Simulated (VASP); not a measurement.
# SnSe2 (P-3m1) in VASP: G0W0 quasiparticle levels with PBE

Aim: the G0W0 quasiparticle levels of SnSe2 with PBE.

Program: VASP 6.6.1. These are calculated values, not measurements. Logs are shortened: lines on timing, memory, paths and dates and some standing lists are left out, and cuts for length are marked.

## (1) Starting point

The structure is trigonal, space group P-3m1 (No. 164). Conventional cell: a = 3.811 Å, b = 3.811 Å, c = 6.136 Å, α = 90.00°, β = 90.00°, γ = 120.00°. Sn (site symmetry -3m) is surrounded by 6 Se at 2.68 Å. Se (site symmetry 3m) has 3 Sn at 2.68 Å as nearest neighbours.

## (2) G0W0 quasiparticle levels, PBE

Input file POSCAR:

```
SnSe2
1.0
    3.8110000000      0.0000000000      0.0000000000
   -1.9055000000      3.3004228138      0.0000000000
    0.0000000000      0.0000000000      6.1360000000
Sn Se
1 2
Direct
    0.0000000000      0.0000000000      0.0000000000
    0.6666666667      0.3333333333      0.7510000000
    0.3333333333      0.6666666667      0.2490000000
```

Input file INCAR.step1:

```
ALGO     = Normal         # electronic algorithm
EDIFF    = 1E-8           # SCF threshold, eV
ENCUT    = 450            # plane-wave cutoff, eV
GGA      = PE             # functional
ISMEAR   = 0              # smearing method
LASPH    = True           # aspherical terms in the spheres
LCHARG   = False          # write CHGCAR
LREAL    = False          # projectors in reciprocal space
LWAVE    = True           # write WAVECAR
NELM     = 60             # most SCF steps
PREC     = Accurate       # precision mode
SIGMA    = 0.01           # smearing width, eV
```

Input file INCAR.step2:

```
ALGO     = Exact          # electronic algorithm
EDIFF    = 1E-8           # SCF threshold, eV
ENCUT    = 450            # plane-wave cutoff, eV
GGA      = PE             # functional
ISMEAR   = 0              # smearing method
ISTART   = 1            
LASPH    = True           # aspherical terms in the spheres
LCHARG   = False          # write CHGCAR
LOPTICS  = True           # frequency-dependent dielectric function
LREAL    = False          # projectors in reciprocal space
LWAVE    = True           # write WAVECAR
NBANDS   = 334            # bands
NELM     = 1              # most SCF steps
PREC     = Accurate       # precision mode
SIGMA    = 0.01           # smearing width, eV
```

Input file INCAR.step3:

```
ALGO     = EVGW0          # electronic algorithm
EDIFF    = 1E-8           # SCF threshold, eV
ENCUT    = 450            # plane-wave cutoff, eV
ENCUTGW  = 150            # cutoff of the response function
GGA      = PE             # functional
ISMEAR   = 0              # smearing method
ISTART   = 1            
LASPH    = True           # aspherical terms in the spheres
LCHARG   = False          # write CHGCAR
LREAL    = False          # projectors in reciprocal space
LWAVE    = False          # write WAVECAR
NBANDS   = 334            # bands
NBANDSGW = 21           
NELMGW   = 1            
NOMEGA   = 50             # frequency points
PREC     = Accurate       # precision mode
PRECFOCK = Fast         
SIGMA    = 0.01           # smearing width, eV
```

Input file KPOINTS:

```
k-points
0
Gamma
  4 4 2
```

Potentials or basis: VASP PAW PBE potentials, release 64 (Sn_d_GW, Se_GW).

On the command line:

```bash
$ cat potpaw_PBE.64/Sn_d_GW/POTCAR potpaw_PBE.64/Se_GW/POTCAR > POTCAR
$ cp INCAR.step1 INCAR
$ mpirun -np 1 vasp_std > vasp.out
$ cp INCAR.step2 INCAR
$ mpirun -np 1 vasp_std > vasp.out
$ cp INCAR.step3 INCAR
$ mpirun -np 1 vasp_std > vasp.out
```

OUTCAR:

```text
EDIFF = 1E-8
   ENCUT = 450
   ENCUTGW = 150
   GGA = PE
   ISMEAR = 0
   ISTART = 1
   LASPH = True
   LREAL = False
   NELMGW = 1
   PREC = Accurate
   PRECFOCK = Fast

 ion  position               nearest neighbor table
   1  0.000  0.000  0.000-   2 2.68   3 2.68   3 2.68   2 2.68   2 2.68   3 2.68
   2  0.667  0.333  0.751-   1 2.68   1 2.68   1 2.68
   3  0.333  0.667  0.249-   1 2.68   1 2.68   1 2.68

  LATTYP: Found a hexagonal cell.
 ALAT       =     3.8110000000
 C/A-ratio  =     1.6100760955

  Lattice vectors:

 A1 = (   3.8110000000,   0.0000000000,   0.0000000000)
 A2 = (  -1.9055000000,   3.3004228138,   0.0000000000)
 A3 = (   0.0000000000,   0.0000000000,   6.1360000000)

Analysis of symmetry for initial positions (statically):
=====================================================================
 Subroutine PRICEL returns:
 Original cell was already a primitive cell.

 Routine SETGRP: Setting up the symmetry group for a
 hexagonal supercell.

 Subroutine GETGRP returns: Found 12 space group operations
 (whereof 12 operations were pure point group operations)
 out of a pool of 24 trial point group operations.

The static configuration has the point symmetry D_3d.

Analysis of symmetry for dynamics (positions and initial velocities):
=====================================================================
 Subroutine PRICEL returns:
 Original cell was already a primitive cell.

 Routine SETGRP: Setting up the symmetry group for a
 hexagonal supercell.

 Subroutine GETGRP returns: Found 12 space group operations
 (whereof 12 operations were pure point group operations)
 out of a pool of 24 trial point group operations.

The dynamic configuration has the point symmetry D_3d.

 Subroutine INISYM returns: Found 12 space group operations
 (whereof 12 operations are pure point group operations),
 and found     1 'primitive' translations

----------------------------------------------------------------------------------------

                                     Primitive cell

  volume of cell :      77.1781

  direct lattice vectors                    reciprocal lattice vectors
     3.811000000  0.000000000  0.000000000     0.262398321  0.151495741  0.000000000
    -1.905500000  3.300422814  0.000000000     0.000000000  0.302991482  0.000000000
     0.000000000  0.000000000  6.136000000     0.000000000  0.000000000  0.162972621

  length of vectors
     3.811000000  3.811000000  6.136000000     0.302991482  0.302991482  0.162972621

  position of ions in fractional coordinates (direct lattice)
     0.000000000  0.000000000  0.000000000
     0.666666667  0.333333333  0.751000000
     0.333333333  0.666666667  0.249000000

  ion indices of the primitive-cell ions
   primitive index   ion index
                 1           1
                 2           2
                 3           3

----------------------------------------------------------------------------------------

 KPOINTS: k-points

Automatic generation of k-mesh.
 Grid dimensions read from file:
 generate k-points for:    4    4    2

 Generating k-lattice:

  Cartesian coordinates                     Fractional coordinates (reciprocal lattice)
     0.065599580  0.037873935  0.000000000     0.250000000  0.000000000  0.000000000
     0.000000000  0.075747871  0.000000000     0.000000000  0.250000000  0.000000000
     0.000000000  0.000000000  0.081486310     0.000000000  0.000000000  0.500000000

  Length of vectors
     0.075747871  0.075747871  0.081486310

  Shift w.r.t. Gamma in fractional coordinates (k-lattice)
     0.000000000  0.000000000  0.000000000

 Subroutine IBZKPT returns following result:
 ===========================================

 Found      8 irreducible k-points:

 Following reciprocal coordinates:
            Coordinates               Weight
  0.000000  0.000000  0.000000      1.000000
  0.250000 -0.000000  0.000000      6.000000
  0.500000 -0.000000  0.000000      3.000000
  0.250000  0.250000  0.000000      6.000000
  0.000000  0.000000  0.500000      1.000000
  0.250000 -0.000000  0.500000      6.000000
  0.500000 -0.000000  0.500000      3.000000
  0.250000  0.250000  0.500000      6.000000
   k-points           NKPTS =      8   k-points in BZ     NKDIM =     32   number of bands    NBANDS=    334
   number of dos      NEDOS =    301   number of ions     NIONS =      3
   total plane-waves  NPLWV =  32928
   dimension x,y,z NGX =    28 NGY =   28 NGZ =   42
   dimension x,y,z NGXF=    56 NGYF=   56 NGZF=   84
   ions per type =               1   2
   NGX,Y,Z   is equivalent  to a cutoff of  12.21, 12.21, 11.38 a.u.
   NGXF,Y,Z  is equivalent  to a cutoff of  24.43, 24.43, 22.76 a.u.
 SYSTEM =  unknown system
   PREC   = accura    normal or accurate (medium, high low for compatibility)
   ISTART =      1    job   : 0-new  1-cont  2-samecut
   ICHARG =      0    charge: 1-file 2-atom 10-const
   ISPIN  =      1    spin polarized calculation?
   LNONCOLLINEAR =      F non collinear calculations
   LSORBIT =      F    spin-orbit coupling
   LASPH  =      T    aspherical Exc in radial PAW
   ENCUT  =  450.0 eV  33.07 Ry    5.75 a.u.   6.59  6.59 10.61*2*pi/ulx,y,z
   NELM   =     60;   NELMIN=  2; NELMDL=  0     # of ELM steps
   EDIFF  = 0.1E-07   stopping-criterion for ELM
   LREAL  =      F    real-space projection
   EDIFFG = 0.1E-06   stopping-criterion for IOM
   NSW    =      0    number of steps for IOM
   IBRION =     -1    ionic relax: 0-MD 1-quasi-New 2-CG
   NFREE  =      0    steps in history (QN), initial steepest desc. (CG)
   ISIF   =      0    stress and relaxation
   ISYM   =      3    0-nonsym 1-usesym 2-fastsym
   POTIM  = 0.5000    time-step for ionic-motion
   TEBEG  =    0.0;   TEEND  =   0.0 temperature during run
   PSTRESS=    0.0 pullay stress
   NELECT =      26.0000    total number of electrons
   NUPDOWN=      -1.0000    fix difference up-down
   EMIN   =  10.00;   EMAX   =-10.00  energy-range for DOS
   EFERMI =   0.00;   METHOD = LEGACY
   ISMEAR =     0;   SIGMA  =   0.01  broadening in eV -4-tet -1-fermi 0-gaus
   EFERMI_NEDOS =   21; number of points for ismear=-14 and -15
   IALGO  =     38    algorithm
   IMIX   =      4    mixing-type and parameters
     AMIX     =   0.40;   BMIX     =  1.00
     AMIX_MAG =   1.60;   BMIX_MAG =  1.00
  volume/ion in A,a.u.               =      25.73       173.61
  Fermi-wavevector in a.u.,A,eV,Ry     =   1.139116  2.152617 17.654722  1.297585
  Thomas-Fermi vector in A             =   2.275820
   LORBIT       =      0    0 simple, 1 ext, 2 COOP (PROOUT), +10 PAW based schemes
   GGA     = PE    functional components
   LHFCALC =     T    Hartree Fock is set to
   PRECFOCK=fast      Normal, Fast or Accurate (Low or Medium for compatibility)
   ENCUT4O =  -1.0   cutoff for four orbital integrals eV
   NKREDX  =     1    reduce k-point grid by
   NKREDY  =     1    reduce k-point grid by
   NKREDZ  =     1    reduce k-point grid by
   AEXX    =    1.0000 exact exchange contribution
   HFSCREEN=    0.0000 screening length (either q_TF or 0.3 A-1)
   HFSCREENC=   0.0000 screening length for correlation (either q_TF or 0.3 A-1)
   ENCUTFOCK=  -1.0 apply spherical cutoff to Coloumb kernel
   IVDW    =     0    specifies the selected vdW correction
   LEPSILON=     F    determine dielectric tensor
   LRPA    =     F    only Hartree local field effects (RPA)
   LRPAFORCE           =     F    calculate RPA forces
   ENCUTGW             = 150.0    cutoff for response function in eV
   ENCUTGWSOFT         = 120.0    soft cutoff for Coulomb kernel in GW response function in eV
   ENCUTLF             =  -1.0    cutoff for local field effects
   NELMGW              =     1    number of iterations in solving QP/BSE equation
   NELMHF              =     1    number of iterations in the inner HF iteration
   NKREDLFX            =     1    NKREDLFY  =   1   NKREDLFZ  =   1
 non-spin polarized calculation
 Gauss-broadening in eV      SIGMA  =   0.01
  energy-cutoff  :      450.00
  volume of cell :       77.18
 maximum number of plane-waves:      1701
 NGX is ok and might be reduce to    28
  NGX = 16; NGY = 16; NGZ = 28
   NGX = 13   NGY = 13   NGZ = 21
 maximum number of plane-waves:       336

 QP shifts <psi_nk| G(iteration)W_0 |psi_nk>: iteration 1
 for sc-GW calculations column KS-energies equals QP-energies in previous step
 and V_xc(KS)=  KS-energies - (<T + V_ion + V_H > + <T+V_H+V_ion>^1  + <V_x>^1)

 k-point   1 :       0.0000    0.0000    0.0000
  band No.  KS-energies  QP-energies   sigma(KS)   V_xc(KS)     V^pw_x(r,r')   Z            occupation Imag(sigma)

      1     -17.9460     -20.3982     -20.9831     -17.4862     -27.1605       0.7013       2.0000       0.2575
      2     -17.9460     -20.3982     -20.9831     -17.4862     -27.1605       0.7013       2.0000       0.2575
      3     -17.9140     -20.3283     -20.9322     -17.4606     -27.0254       0.6954       2.0000       0.1960
      4     -17.8960     -20.3281     -20.9685     -17.4932     -27.0633       0.6998       2.0000       0.1987
      5     -17.8960     -20.3281     -20.9685     -17.4932     -27.0633       0.6998       2.0000       0.1987
      6     -10.6477     -10.9800     -12.6014     -12.0969     -19.7571       0.6588       2.0000       1.4090
[... 13 lines left out ...]
     20      12.2840      12.3388      -9.8750      -9.9465      -4.7705       0.7662       0.0000      -0.2560
     21      12.9760      12.9623      -9.4426      -9.4245      -3.9947       0.7574       0.0000      -0.3707

 k-point   2 :       0.2500   -0.0000    0.0000
  band No.  KS-energies  QP-energies   sigma(KS)   V_xc(KS)     V^pw_x(r,r')   Z            occupation Imag(sigma)

      1     -17.9756     -20.4140     -20.9283     -17.4530     -27.1515       0.7016       2.0000       0.2859
      2     -17.9325     -20.4022     -21.0113     -17.5060     -27.1970       0.7046       2.0000       0.2649
      3     -17.9096     -20.3305     -20.9395     -17.4710     -27.0345       0.6980       2.0000       0.1982
      4     -17.8939     -20.3189     -20.9570     -17.4836     -27.0441       0.6982       2.0000       0.1950
      5     -17.8873     -20.3215     -20.9635     -17.4951     -27.0470       0.7018       2.0000       0.1932
      6     -10.0444     -10.3536     -12.7546     -12.2700     -19.7124       0.6380       2.0000       1.2572
[... 13 lines left out ...]
     20      12.9656      13.0021      -9.4835      -9.5312      -4.2668       0.7639       0.0000      -0.2777
     21      12.9722      12.9022      -8.8678      -8.7757      -3.7416       0.7591       0.0000      -0.2920

 k-point   3 :       0.5000   -0.0000    0.0000
  band No.  KS-energies  QP-energies   sigma(KS)   V_xc(KS)     V^pw_x(r,r')   Z            occupation Imag(sigma)

      1     -18.0078     -20.4177     -20.8648     -17.4148     -27.1290       0.6985       2.0000       0.3096
      2     -17.9287     -20.4011     -21.0104     -17.5055     -27.1915       0.7054       2.0000       0.2655
      3     -17.9186     -20.3317     -20.9217     -17.4585     -27.0179       0.6968       2.0000       0.1985
      4     -17.8757     -20.3086     -20.9770     -17.5024     -27.0616       0.7002       2.0000       0.1939
      5     -17.8685     -20.3092     -20.9865     -17.5177     -27.0720       0.7036       2.0000       0.1946
      6      -8.9806      -9.2586     -13.1993     -12.7538     -19.8263       0.6242       2.0000       1.0622
[... 13 lines left out ...]
     20      13.9915      13.9550      -9.0974      -9.0492      -3.8297       0.7582       0.0000      -0.3134
     21      15.5394      15.3494      -8.1474      -7.9000      -2.5143       0.7683       0.0000      -0.4534
[... 79 lines left out ...]
      1     -18.0080     -20.4144     -20.8645     -17.4142     -27.1285       0.6974       2.0000       0.3100
      2     -17.9288     -20.3966     -21.0097     -17.5054     -27.1912       0.7042       2.0000       0.2657
      3     -17.9187     -20.3279     -20.9212     -17.4583     -27.0175       0.6957       2.0000       0.1984
      4     -17.8756     -20.3129     -20.9772     -17.5027     -27.0617       0.7015       2.0000       0.1942
      5     -17.8685     -20.3048     -20.9862     -17.5177     -27.0719       0.7024       2.0000       0.1943
      6      -8.8853      -9.1645     -13.2713     -12.8242     -19.8363       0.6244       2.0000       1.0221
[... 13 lines left out ...]
     20      14.0886      14.0393      -9.0603      -8.9949      -3.5626       0.7534       0.0000      -0.3949
     21      14.9301      14.8194      -9.0995      -8.9546      -3.8255       0.7642       0.0000      -0.3988

 k-point   8 :       0.2500    0.2500    0.5000
  band No.  KS-energies  QP-energies   sigma(KS)   V_xc(KS)     V^pw_x(r,r')   Z            occupation Imag(sigma)

      1     -17.9854     -20.4064     -20.9061     -17.4414     -27.1538       0.6988       2.0000       0.3003
      2     -17.9475     -20.3963     -20.9743     -17.4848     -27.1800       0.7018       2.0000       0.2777
      3     -17.9027     -20.3211     -20.9402     -17.4748     -27.0296       0.6979       2.0000       0.1957
      4     -17.8918     -20.3214     -20.9559     -17.4872     -27.0425       0.7004       2.0000       0.1944
      5     -17.8730     -20.3145     -20.9820     -17.5082     -27.0667       0.7028       2.0000       0.1945
      6      -8.9711      -9.2819     -13.2616     -12.7680     -19.7957       0.6297       2.0000       1.0248
[... 13 lines left out ...]
     20      12.0014      11.8521      -8.5153      -8.3211      -3.5938       0.7689       0.0000      -0.2406
     21      12.7557      12.6988      -9.2164      -9.1417      -4.1187       0.7619       0.0000      -0.2770
```

It took 6.9 min on 1 thread of Intel Xeon 6975P-C (Granite Rapids), shared host; peak memory 0.87 GiB.

Results:

```
Band gap on the k mesh, mean-field level : 0.87 eV, indirect (least direct gap 1.08 eV)
Quasiparticle gap                        : 1.43 eV
Least direct quasiparticle gap           : 1.74 eV
```

Levels at points of the mesh, in eV from the valence-band top:
```
           k point  band 11  band 12  band 13  band 14  band 15  band 16
(0.00, 0.00, 0.00)    -0.39    -0.39     0.00     1.08     2.93     4.63
(0.50, 0.00, 0.00)    -2.68    -1.19    -0.30     1.15     3.79     5.45
(0.00, 0.00, 0.50)    -0.79    -0.23    -0.23     2.44     2.91     4.36
(0.50, 0.00, 0.50)    -1.99    -0.84    -0.69     0.87     4.26     4.84
```

Caveat: the k mesh is coarse (spacing up to 0.51 Å⁻¹), so the values aren't converged; bands, screening cutoff and mesh are small and nothing is extrapolated, so the quasiparticle values aren't converged; spin-orbit coupling is left out, which moves the levels of the heavy elements. A k mesh can miss the band edges.
